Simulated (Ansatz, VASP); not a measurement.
# One calculation of Ti, two programs

```
Ti
1.0
    -1.64100    1.64100    1.64100
     1.64100   -1.64100    1.64100
     1.64100    1.64100   -1.64100
Ti
1
Direct
  0.00000 0.00000 0.00000
```

Alike in both runs: task electric field gradients; functional PBE; k mesh 14 × 14 × 14; occupations fermi-dirac, width 0.05 eV; no spin polarisation.

```csv
,VASP,Ansatz
version,VASP 6.6.1,Ansatz 0.2.0
potentials or method,"VASP PAW PBE potentials, release 64 (Ti_sv), cutoff 520 eV","all-electron PAW with datasets made for the crystal, scalar-relativistic"
```

VASP gave:

* pressure (GPa): -2.6
* Vzz of the field gradient on the site that differs most (V/Å²): 0.0

Task: Which values does Ansatz return?

Result: Pressure (GPa): -2.4; Vzz of the field gradient on the site that differs most (V/Å²): 0.0.

Ansatz ran all-electron here, so the differences hold the error of VASP's frozen core and of both bases.
